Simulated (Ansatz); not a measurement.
Calculated O-17 NMR of the central transition for V2O5

Cell: a Materials Project structure (computed, not necessarily an observed phase), taken as it stands.

Space group Pmmn:1 (No. 59); a = 3.5517, b = 11.6044, c = 4.2634 Å.

```csv
site,Wyckoff,site symmetry,x,y,z
V,4e,m..,0.0000,0.1483,0.8886
O5,2a,mm2,0.0000,0.0000,0.9936
O6,4e,m..,0.0000,0.1467,0.5140
O7,4e,m..,0.5000,0.1819,0.9942
```

One atom of each set is listed.

Computed with Ansatz: DFT, r2SCAN, plane waves and PAW (field gradients read without the response of the frozen cores, which leaves them typically 4 to 6 % off), scalar-relativistic, 500 eV cutoff, Γ-centred 6×2×5 k-points, Fermi–Dirac smearing 0.02 eV.

O-17 has I = 5/2 and Q = -25.58 mb (Pyykkö 2018); at 11.7 T its Larmor frequency is ν₀ = 67.6 MHz. Only the quadrupole interaction is simulated: positions count from each site's isotropic chemical shift, and J coupling is left out, as are shift anisotropy and dipolar coupling, which fast spinning averages.

Simulated pattern of one O site (fast magic-angle spinning, Gaussian broadening 0.1 kHz):

```csv
offset (kHz),height
-3.727,0
-3.636,0
-3.546,4
-3.455,6
-3.364,6
-3.274,6
-3.183,6
-3.092,6
-3.002,6
-2.911,7
-2.820,7
-2.730,7
-2.639,7
-2.548,7
-2.458,8
-2.367,21
-2.276,51
-2.186,75
-2.095,80
-2.004,61
-1.914,52
-1.823,48
-1.732,45
-1.642,44
-1.551,43
-1.460,43
-1.370,43
-1.279,44
-1.188,45
-1.098,47
-1.007,50
-0.916,54
-0.826,61
-0.735,76
-0.644,100
-0.554,85
-0.463,62
-0.372,20
-0.282,1
-0.191,0
```

Task: Which |C_Q| and η does the pattern imply?

Result: The pattern spans 3.17 kHz before broadening and its centre of gravity is at -1.43 kHz, which fixes P_Q; the places of the horns and steps fix η. That gives P_Q = 4.01 MHz, |C_Q| = 4.00 MHz and η = 0.12, the values that the calculation gives site O5 (2 V at 1.78 Å, angle 151°). The other sites have |C_Q| = 0.397, 3.44 MHz. The sign of C_Q can't be read from the pattern.

At O5 V_zz points along the bisector of its two bonds (within 1°).

At this cell the principal stresses reach 6 GPa in size with r2SCAN, which can matter for small gradients. The largest force is 1.1 eV/Å, so the atoms aren't at the calculated equilibrium and relaxing them would move these values.
